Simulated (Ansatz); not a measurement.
**What a trial cell of Br relaxes into**

These are results of Ansatz, DFT PBE, scalar-relativistic, plane waves, PAW, not measurements. Cutoff 420 eV, Γ-centred k mesh, Gaussian smearing, no spin polarisation in the final step.

The start puts Br on the sites of a reported O cell (Fmmm, No. 69), at a guessed volume.

```
Br
1.0
     0.00000    3.20946    5.09367
     2.25129    0.00000    5.09367
     2.25129    3.20946    0.00000
Br
2
Direct
  0.08710 0.08710 0.91290
  0.91290 0.91290 0.08710
```

Steps on the 6×6×6 mesh (2 atoms). 7 of 7 steps are shown, and the free energy counts from the last. Trial steps that were taken back and renewals of the plane-wave basis can be among the rows.

```
step  ΔF (meV/atom) V (Å³/atom) P (GPa) largest force component (eV/Å)
   1         2516.6        36.80    36.07                          27.276
   2          104.1        37.59     3.68                           1.913
   3           45.3        40.22     1.36                           0.774
   4           18.5        40.81     0.72                           0.471
   5            6.3        41.16     0.42                           0.237
   6            2.5        41.12    -0.08                           0.005
   7            0.0        41.12     0.02                           0.005
```

Steps on the 10×10×10 mesh (2 atoms). 6 of 6 steps are shown, and the free energy counts from the last.

```tsv
step	ΔF (meV/atom)	V (Å³/atom)	P (GPa)	largest force component (eV/Å)
1	4.7	41.12	0.02	0.003
2	3.9	41.18	0.08	0.013
3	2.1	41.89	0.15	0.004
4	0.9	42.91	0.11	0.000
5	0.3	44.23	0.01	0.001
6	0.0	44.23	0.03	0.001
```

A final relaxation ran on a 10×10×10 mesh. The relaxed crystal, Fmmm (No. 69):

```
Br
1.0
     0.00000    4.25100    4.82126
     2.15811    0.00000    4.82126
     2.15811    4.25100    0.00000
Br
2
Cartesian
  2.1581 4.2510 1.1764
  2.1581 4.2510 8.4661
```

```json
{
 "Volume per atom": "44.2 Å³",
 "Density": "3.0 g/cm³",
 "Energy over the standard structure": "0.053 eV/atom",
 "Gap on the 10×10×10 mesh": "0.29 eV"
}
```

Energies count from the standard state of Br at the same level.

The final run used a 10×10×10 mesh on its 2-atom cell and 0.01 eV smearing. Weakly bound directions are ill-defined at this level, which has no dispersion term.

Symmetry constrained the relaxation, so the result can be a saddle point.